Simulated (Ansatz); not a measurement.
# MgTe: how the free axis answers a strain

MgTe, P6_3mc, a = 4.610 Å, c = 7.496 Å. Ansatz: PBE, PAW, 420 eV, Γ-centred 6×6×4 mesh on 4 atoms, Gaussian smearing 0.02 eV; no spin polarisation. Series: uniaxial strain along c, with a, b and atoms relaxed; x is the strain in per cent. y is the change of a in per cent of 4.610 Å.

| x (%) | y (%) |
| --- | --- |
| -6.0 | 1.86 |
| -4.0 | 1.21 |
| -2.0 | ? |
| 0.0 | 0.00 |
| 2.0 | -0.58 |
| 4.0 | -1.11 |
| 6.0 | -1.59 |

**Question.** Fit y = c1 x + c2 x² to the other rows, say what c1 measures, and predict the missing y.

**Answer.** Least squares on the rows shown. y = −0.2886 x + 0.003625 x². So −c1 = 0.289 is Poisson's ratio for this pair of axes. At x = -2.0 the fit asked for gives 0.59 %. The run gave 0.59 %, the same to the digits shown.